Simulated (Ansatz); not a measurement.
# MnAs (zincblende): equation of state

One table from this session's results is given with a row withheld; the runs are named, their logs left out.

Method: DFT PBE, scalar-relativistic, plane waves, PAW, in Ansatz 0.2.0.

1 further run of the same task is left out (set aside as unsound or not needed). Runs told in other sessions of the task aren't counted.

### The starting structure

The structure is cubic, space group F-43m (No. 216). Conventional cell: a = 5.660 Å, b = 5.660 Å, c = 5.660 Å, α = 90.00°, β = 90.00°, γ = 90.00°. Mn (site symmetry -43m) has 4 As at 2.45 Å in its first shell of neighbours. As (site symmetry -43m) has 4 Mn at 2.45 Å in its first shell of neighbours.

As a file:

```xyz
2
Lattice="0.0000 2.8300 2.8300 2.8300 0.0000 2.8300 2.8300 2.8300 0.0000" Properties=species:S:1:pos:R:3 pbc="T T T"
Mn    0.0000    0.0000    0.0000
As    1.4150    1.4150    1.4150
```

An earlier run at PBE left this cell at 22.664 Å³/atom and -0.01 GPa (12×12×12 mesh).

Volume factors to run: 0.980, 1.020, 0.960, 1.040, 1.070, 1.100, 0.945.

The first run:

Input file input.yaml:

```yaml
crystal:
  lattice:
    - [0.0, 2.8109606322, 2.8109606322]
    - [2.8109606322, 0.0, 2.8109606322]
    - [2.8109606322, 2.8109606322, 0.0]
  atoms:
    - { symbol: Mn, position: [0.0, 0.0, 0.0], spin: 3.88 }
    - { symbol: As, position: [0.25, 0.25, 0.25] }
basis:
  ecutwfc: 420
  ecutrho_ratio: 4
kpoints:
  mp_grid: { grid: [12, 12, 12] }
hamiltonian:
  xc: pbe
scf:
  occupations: { method: gaussian, width: 0.05 }
output:
  forces: true
  stress: true
  eigenvalues: true
  populations: true
magnetization:
  spin_polarized: true
```

Command:

```sh
$ ansatz run input.yaml --threads 2 --pin off --max-ram 2662MiB --backend cpu --events-out ev --progress --plain --runs-dir out
```

Among the steps run: At 0.980 of the relaxed volume; At 1.020 of the relaxed volume; Volume × 0.960; Volume × 1.040; At 1.070 of the relaxed volume; Scaling the volume by 1.100; Volume × 0.945.

One table of the session follows, with a row left open; its other results are not shown here.

It belongs to the step «Energy and pressure against volume». 

| volume (Å³/atom) | energy (meV/atom) | pressure (GPa) | moment of atom 1 (μB) |
| --- | --- | --- | --- |
| 21.418 | 10.60 | 2.63 | 3.31 |
| 21.758 | 5.56 | 1.98 | 3.39 |
| 22.211 | 1.30 | 0.98 | 3.46 |
| 22.664 | 0.00 | -0.01 | 3.52 |
| 23.117 | 1.20 | -0.65 | 3.60 |
| 23.571 | 3.23 | -0.91 | 3.70 |
| 24.251 | ? | ? | ? |
| 24.930 | 21.22 | -3.46 | 3.81 |

**Question.** Estimate the row for volume (Å³/atom) = 24.251.

Worked estimate for «energy (meV/atom)». A straight line through the neighbours (23.571, 3.23) and (24.930, 21.22) gives 3.23 + (21.22 − 3.23) × (24.251 − 23.571) / (24.930 − 23.571) = 12.23; a parabola fitted to 3 rows on both sides gives 10.00.

The run gave: energy (meV/atom): 9.22; pressure (GPa): -2.15; moment of atom 1 (μB): 3.77. In «energy (meV/atom)» the line misses by +3.01 and the parabola by +0.78.

Limits of these values: Warnings in the runs' records: stability check not made.
